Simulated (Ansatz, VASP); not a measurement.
## One calculation of CaO, two programs

File INCAR:

```
PREC     = Accurate       # precision mode
ENCUT    = 520            # plane-wave cutoff, eV
EDIFF    = 1E-7           # SCF threshold, eV
ISMEAR   = 0              # smearing method
SIGMA    = 0.01           # smearing width, eV
LREAL    = F              # projectors in reciprocal space
LASPH    = T              # aspherical terms in the spheres
NELM     = 80             # most SCF steps
ALGO     = Normal         # electronic algorithm
ISIF     = 2              # what is computed and relaxed
LWAVE    = F              # write WAVECAR
LCHARG   = T              # write CHGCAR
GGA      = PE             # functional
LELF     = T              # ELF
LVHAR    = T            
NBANDS   = 15             # bands
```

KPOINTS

```
regular mesh
0
Gamma
  8 8 8
```

The input POSCAR:

```
CaO
1.0
    2.8739658822      0.0000000000      0.0000000000
    0.0000000000      2.8739658822      0.0000000000
    0.0000000000      0.0000000000      2.8739658822
Ca O
1 1
Direct
    0.0000000000      0.0000000000      0.0000000000
    0.5000000000      0.5000000000      0.5000000000
```

Input for Ansatz:

```yaml
crystal:
  lattice:
    - [2.8739658822, 0.0, 0.0]
    - [0.0, 2.8739658822, 0.0]
    - [0.0, 0.0, 2.8739658822]
  atoms:
    - { symbol: Ca, position: [0.0, 0.0, 0.0] }
    - { symbol: O, position: [0.5, 0.5, 0.5] }
kpoints:
  mp_grid: { grid: [8, 8, 8] }
hamiltonian:
  xc: pbe
scf:
  occupations: { method: fixed }
  n_extra_bands: 4
output:
  forces: true
  stress: true
  eigenvalues: true
```

Alike in both runs: task single point; functional PBE; k mesh 8 × 8 × 8; no spin polarisation.

|  | VASP | Ansatz |
| --- | --- | --- |
| version | VASP 6.6.1 | Ansatz 0.2.0 |
| potentials or method | VASP PAW PBE potentials, release 64 (Ca_sv, O) | plane waves, PAW |
| plane-wave cutoff (eV) | 520 | 420 |
| occupations | gaussian, width 0.01 eV | fixed |
| valence electrons in the cell | 16 | 16 |

Ansatz gave:

```
gap on the k mesh at the Fermi level (eV) : 2.76
pressure (GPa)                            : 7.6
```

Estimate VASP's values.

gap on the k mesh at the Fermi level (eV): 2.74; pressure (GPa): 8.4.

A k mesh can miss the band edges.
